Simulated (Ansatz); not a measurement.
# Ge: the cost of one run

Method: DFT r2SCAN, scalar-relativistic, plane waves, PAW, in Ansatz 0.2.0.

1 further run of the same task is left out (set aside as unsound or not needed).

### Step 1. The system as given

It takes space group Fd-3m (No. 227, cubic). The conventional cell has a = 5.675 Å, b = 5.675 Å, c = 5.675 Å, α = 90.00°, β = 90.00°, γ = 90.00°. Ge (site symmetry -43m) has 4 Ge at 2.46 Å as nearest neighbours.

Coordinates:

```
Ge
1.0
     0.00000    2.83750    2.83750
     2.83750    0.00000    2.83750
     2.83750    2.83750    0.00000
Ge
2
Direct
  0.00000 0.00000 0.00000
  0.25000 0.25000 0.25000
```

It is the result of an earlier relaxation at this level (volume 22.85 Å³/atom; gap on the mesh: 0.35 eV).

### Step 2. Bands, states and charges

input.yaml

```yaml
crystal:
  lattice:
    - [0.0, 2.8375042044, 2.8375042044]
    - [2.8375042044, 0.0, 2.8375042044]
    - [2.8375042044, 2.8375042044, 0.0]
  atoms:
    - { symbol: Ge, position: [0.0, 0.0, 0.0] }
    - { symbol: Ge, position: [0.25, 0.25, 0.25] }
basis:
  ecutwfc: 500
kpoints:
  mp_grid: { grid: [12, 12, 12] }
  band_path:
    path:
      - [[0.0, 0.0, 0.0], [0.5, 0.0, 0.5], [0.625, 0.25, 0.625]]
      - [[0.375, 0.375, 0.75], [0.0, 0.0, 0.0], [0.5, 0.5, 0.5], [0.5, 0.25, 0.75], [0.5, 0.0, 0.5]]
    npoints: 14
hamiltonian:
  xc: r2scan
scf:
  occupations: { method: gaussian, width: 0.02 }
  n_extra_bands: 6
output:
  forces: true
  stress: true
  eigenvalues: true
  populations: true
  dos: { projected: true, de: 0.02, nscf_kmesh: { grid: [18, 18, 18] } }
  bader: true
  write_density: true
  write_potential: true
  elf: true
  volumetric_format: npy
```

Started as:

```bash
$ ansatz run input.yaml --threads 1 --pin off --max-ram 2560MiB --backend cpu --events-out ev --progress --plain --runs-dir out
```

What time and memory should one allow on 1 thread of Intel Xeon Platinum 8259CL at 2.50GHz (Skylake/Cascade Lake), shared host?

About 54 s, with a peak of 0.5 GiB.
